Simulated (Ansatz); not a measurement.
Input and command of a calculation in Ansatz (plane waves; scalar-relativistic PAW potentials unless the input names others):

```yaml
crystal:
  lattice:
    - [3.2455791658, 0.0, 0.0]
    - [0.0, 3.2455791658, 0.0]
    - [0.0, 0.0, 3.1460274832]
  atoms:
    - { symbol: Ti, position: [0.0, 0.0, 0.0] }
    - { symbol: Ti, position: [0.5, 0.5, 0.5] }
basis:
  ecutwfc: 420
kpoints:
  mp_grid: { grid: [16, 16, 16] }
hamiltonian:
  xc: pbesol
scf:
  occupations: { method: tetrahedron }
output:
  forces: true
  eigenvalues: true
  stress: true
```

```bash
ansatz run input.yaml --threads 1 --pin off --max-ram 2560MiB --backend cpu --events-out ev --progress --plain --runs-dir out
```

Abridged log:
```
Warning: output.forces, output.stress, relax.cell or npt_langevin: where a Kohn–Sham band that disperses or a degenerate level is filled in part under the method tetrahedron, the forces or the stress that this run publishes need not agree with its energy (scf.occupations.method in the input reference, under Limitations); prefer a smearing scheme for the forces or the stress
Basis set: ecut = 420 eV, 651 PW (Γ), exchange–correlation on 48×48×48 points (8 copies of the dense FFT grid, shifted against one another)
Bands: 16, of which v1, the nominal top of the filled ones, is band 12 counted from 1 (11 counted from 0)
Symmetry: 32 space group operations
k-points: 405 of 4096
SCF iter   1: F=—  HF=-4947.589642 eV  |F-HF|=—  |Δ(HF+E_count)|=         —  Δρ=5.40e-3  dr2=5.81e-3  ethr=1.77e-3  ⟨swp⟩=4.1  Hψ=26183  notcnv=0
SCF iter   2: F=—  HF=-4947.587514 eV  |F-HF|=—  |Δ(HF+E_count)|=   2.13e-3  Δρ=1.81e-3  dr2=5.02e-4  ethr=2.42e-5  ⟨swp⟩=2.9  Hψ=15163  notcnv=0  defer=76
SCF iter   3: F=—  HF=-4947.587487 eV  |F-HF|=—  |Δ(HF+E_count)|=   2.70e-5  Δρ=5.48e-4  dr2=4.33e-5  ethr=2.09e-6  ⟨swp⟩=2.3  Hψ=9746  notcnv=0  defer=76
SCF iter   4: F=—  HF=-4947.587457 eV  |F-HF|=—  |Δ(HF+E_count)|=   2.98e-5  Δρ=3.43e-5  dr2=3.55e-7  ethr=1.80e-7  ⟨swp⟩=2.3  Hψ=8991  notcnv=0  defer=76
SCF iter   5: F=-4947.587457 eV  HF=-4947.587457 eV  |F-HF|=1.63e-9  |Δ(HF+E_count)|=   6.76e-8  Δρ=6.03e-6  dr2=1.14e-8  ethr=4.17e-10  ⟨swp⟩=4.1  Hψ=19672  notcnv=0
SCF 1 converged in 5 iterations: F = -4947.587457 eV  dr2 = 1.14e-8
SCF converged after 5 iterations
Stability not checked: this state was not tested for a lower state beside it, because cold or Methfessel-Paxton smearing, or corrected tetrahedra, fill the levels in a way that the test cannot read (fill_not_monotonic; see scf.lower_state_search)
Free energy (F): -4947.587457 eV
Harris-Foulkes:  -4947.587457 eV  (|F-HF|=1.63e-9)
Internal energy: -4947.587271 eV  (E = F + TS)
E sigma→0 (E₀):  -4947.587457 eV
Entropy (-TS):   -0.000186 eV (-0.093 meV/atom)
Fermi energy:    13.744873 eV
--- Forces (eV/Å), atoms counted from 1 ---
  atom   1  Ti     0.00000000     0.00000000     0.00000000
  atom   2  Ti     0.00000000     0.00000000     0.00000000
--- Stress (GPa, compression-positive) ---
       -0.136726       0.000000       0.000000
        0.000000      -0.136726       0.000000
        0.000000       0.000000      -0.656814
  P = ⅓ Tr σ = -0.3101 GPa (-3.101 kbar)
```

Apart from outputs, empty bands and the relaxation, which only the reference makes, the input differs from a reference run on usual settings in scf.occupations.width: 0.1 → not typed; scf.occupations.method: "gaussian" → "tetrahedron". The reference, at the same geometry, ended its own course with pressure -0.24 GPa, largest force 0.000 eV/Å, no gap on the mesh. This run converged in 5 SCF iterations with an energy at zero smearing 0.26 meV/atom below the reference's, pressure -0.31 GPa, largest force 0.000 eV/Å, no gap on the mesh.

The run took 8 s on 1 thread of Arm Neoverse V2, on a shared host, peak memory 0.44 GiB.